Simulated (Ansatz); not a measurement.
**Y in Ansatz: the effect of functional**

The system is Y.

```
Y
1.0
     3.69540    0.00000    0.00000
    -1.84770    3.20031    0.00000
     0.00000    0.00000    5.80601
Y
2
Direct
  0.66667 0.33333 0.75000
  0.33333 0.66667 0.25000
```

The cell isn't the ideal one: volume scaled by 1.04.

Alike in all runs:

```yaml
Program: Ansatz 0.2.0
Task: single point
Potentials_or_basis: Ansatz PAW
k_mesh: 8 × 8 × 5
Occupations: fermi-dirac, width 0.05 eV
Spin: no spin polarisation
```

```csv
functional,cutoff,pressure (GPa)
LDA,420 eV (not typed: the program's choice for these potentials),?
r2SCAN,500 eV (not typed: the program's choice for these potentials),-0.9
PBE,420 eV (not typed: the program's choice for these potentials),-1.6
```

Problem. What does the run with functional LDA give?

Solution. Pressure -5.0 GPa.

Caveats: the PAW data sets come from PBE, with cores solved anew for the run's functional, which leaves a small shift of forces and pressure (some runs).
